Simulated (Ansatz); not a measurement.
Si vacancy in Si

Level of theory: PBEsol, collinear spin, scalar-relativistic; Ansatz, plane waves to 420 eV (PAW set soft_2), k-mesh 2×2×2 shifted by half a step.

The relaxed host crystal (Kohn–Sham gap 0.46 eV over the whole zone):

```cif
data_structure
_symmetry_space_group_name_H-M 'P 1'
_symmetry_Int_Tables_number 1
_cell_length_a 3.8423
_cell_length_b 3.8423
_cell_length_c 3.8423
_cell_angle_alpha 60.000
_cell_angle_beta 60.000
_cell_angle_gamma 60.000
_cell_volume 40.11
loop_
_atom_site_label
_atom_site_type_symbol
_atom_site_fract_x
_atom_site_fract_y
_atom_site_fract_z
_atom_site_occupancy
Si1 Si 0.25000 0.25000 0.25000 1
Si2 Si 0.00000 0.00000 0.00000 1
```

Supercell of 32 atoms, rows of the matrix [[-1,-1,-1],[-1,-1,3],[-1,3,-1]] times the cell vectors; Si vacancy at (0.250, 0.250, 0.250) in fractions of the cell above. Atoms are relaxed at the host's cell, from a start shaken by 0.03 Å near the defect; charged cells sit in a uniform background.

Distances from the empty Si site (Å), by shell of the perfect crystal:

```csv
shell,perfect crystal,charge 0,charge -1,charge -4
4 Si,2.35,2.19,2.05,1.91
```

```
charge  moment of the cell (μB)  gap of the cell on the mesh (eV)                                carriers
     0                     0.50                              0.00  in a band of the host or near its edge
    -1                     0.00                              0.00  in a band of the host or near its edge
    -4                     0.00                              0.10  in a band of the host or near its edge
```

On this mesh the host's own supercell has a gap of 1.27 eV.

At charges 0 and -1 and -4 a carrier lies in a band of the host or at its edge (levels aligned by the semicore states), so it isn't shown to be bound to the defect (semilocal functionals spread carriers too far and can miss a bound one), and no level is taken from those states.

No formation energy is given, since the neutral cell holds a carrier in a band.

Relaxed cell at charge 0:

```
Si V_Si charge 0
1.0
    -5.4338   -5.4338   -5.4338
     5.4338    5.4338   -5.4338
     5.4338   -5.4338    5.4338
Si
31
Direct
  0.5022 0.5023 0.7497
  0.2572 0.7501 0.7445
  0.5001 0.2500 0.0004
  0.2506 0.5025 0.0028
  0.0001 0.7499 0.0004
  0.4980 0.9974 0.2507
  0.2561 0.2631 0.2562
  0.0031 0.5027 0.2509
  0.7444 0.7499 0.2574
  0.2501 0.9977 0.4983
  0.0002 0.2500 0.5003
  0.7499 0.5020 0.5024
  0.9973 0.9976 0.7500
  0.7427 0.2369 0.7430
  0.7502 0.9980 0.9979
  0.7357 0.7494 0.5081
  0.7490 0.4944 0.7492
  0.5082 0.7503 0.7364
  0.7508 0.2486 0.9996
  0.4995 0.5014 0.0011
  0.2513 0.7501 0.9959
  0.7480 0.9984 0.2498
  0.5008 0.2514 0.2525
  0.2649 0.5227 0.2647
  0.9957 0.7500 0.2514
  0.4916 0.9772 0.4924
  0.2522 0.2516 0.5010
  0.0011 0.5013 0.4997
  0.2495 0.9986 0.7482
  0.9991 0.2483 0.7509
  0.0046 0.0055 0.0047
```

Caveats: at charge 0: net starting moment not kept; at charge -1: bands were filled unevenly over the k points at some point of the run, net starting moment lost, the odd electron ends without a moment, so a state with one unpaired electron may lie lower; at charge -4: net starting moment lost; semilocal functionals make gaps too small, which shifts levels too; small supercell, so energies and levels can be off by tenths of an eV; one random start near the defect, so other minima are possible.

The four neighbours move into the empty site, and further with each increase in negative charge. Filling the dangling bonds probably drives this: a threefold Si atom with a lone pair puts more s character into that pair and more p character into its back bonds, becoming more pyramidal and moving towards the vacancy.

The neutral coordinates also show a weak tetragonal pairing of the neighbours, the pattern expected when two electrons occupy the threefold-degenerate dangling-bond level and a Jahn–Teller distortion splits it. In the known neutral vacancy this pairing gives a spin singlet with localised levels in the gap. The fractional moment and closed gap found here disagree with that picture, most likely because vacancy states overlap between periodic images and broaden into a partly filled band that mixes with host states.

The contraction therefore supports a response to added electrons, but not a fixed displacement per electron trapped at the vacancy. Nor does the cell at charge -4 establish a fully filled dangling-bond shell as an attainable charge state of the isolated defect.
